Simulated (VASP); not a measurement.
# CdS (Greenockite): band structure with RPBE

**What was measured.**

“Isotope dependence of band-gap energy”, 2008, arxiv:0807.2152 quotes, for a bulk crystal of CdS: band gap 2.5809 ± 0.0002 eV.

CdS (Greenockite):

```xyz
4
Lattice="4.1500 0.0000 0.0000 -2.0750 3.5940 0.0000 0.0000 0.0000 6.7370" Properties=species:S:1:pos:R:3 pbc="T T T"
Cd    2.0750    1.1980    3.3685
Cd    0.0000    2.3960    0.0000
S     2.0750    1.1980    5.8949
S     0.0000    2.3960    2.5264
```

```yaml
Program: VASP 6.6.1
Task: band structure
Functional: RPBE
Potentials_or_basis: VASP PAW PBE potentials, release 64 (Cd, S)
Cutoff: 520 eV
k_mesh: 7 × 7 × 4
Occupations: fermi-dirac, width 0.05 eV
Spin: no spin polarisation
Further_INCAR_settings: ALGO = Normal; EDIFF = 1e-06; NBANDS = 26
```

The pressure is 4.6 GPa, the largest force is 0.071 eV/Å and the band gap on the k mesh is 1.38 eV, direct. The band gap along the path is 1.38 eV, direct.

Forces on the atoms (eV/Å):
```
Cd   0.000  0.000 -0.071
Cd   0.000  0.000 -0.071
S    0.000  0.000  0.071
S    0.000  0.000  0.071
```

Stress tensor (GPa, compression positive):
```
4.38 0.00 0.00
0.00 4.38 0.00
0.00 0.00 5.05
```

Levels at the corners of the path, in eV from the valence-band top:
```
point  band 16  band 17  band 18  band 19  band 20  band 21
    Γ    -0.04     0.00     0.00     1.38     2.93     6.56
    M    -1.83    -1.25    -0.72     3.83     4.02     5.27
    M    -1.83    -1.25    -0.72     3.83     4.02     5.27
    K    -1.80    -1.80    -1.57     4.84     5.15     5.15
    K    -1.80    -1.80    -1.57     4.84     5.15     5.15
    Γ    -0.04     0.00     0.00     1.38     2.93     6.56
    Γ    -0.04     0.00     0.00     1.38     2.93     6.56
    A    -0.39    -0.39    -0.39     2.99     2.99     6.34
    A    -0.39    -0.39    -0.39     2.99     2.99     6.34
    L    -1.30    -1.29    -1.29     3.63     3.63     5.50
    L    -1.30    -1.29    -1.29     3.63     3.63     5.50
    H    -2.33    -1.09    -1.09     4.49     4.49     6.29
    H    -2.33    -1.09    -1.09     4.49     4.49     6.29
    A    -0.39    -0.39    -0.39     2.99     2.99     6.34
    L    -1.30    -1.29    -1.29     3.63     3.63     5.50
    M    -1.83    -1.25    -0.72     3.83     4.02     5.27
    K    -1.80    -1.80    -1.57     4.84     5.15     5.15
    H    -2.33    -1.09    -1.09     4.49     4.49     6.29
```

Run time: 2.7 min on 1 thread of AMD EPYC 9R45 (Zen 5), on a shared host, peak memory 0.23 GiB.

A measured gap of CdS is 2.5809 eV (quoted in “Isotope dependence of band-gap energy”, 2008, arxiv:0807.2152); the calculated 1.38 eV misses it by -1.20 eV. Spin-orbit coupling on Cd is left out. The value is that of RPBE, without temperature or zero-point motion. Semilocal functionals fall short of measured gaps as a rule.

Caveat: the PAW data sets were made with another functional, which shifts forces and pressure a little.
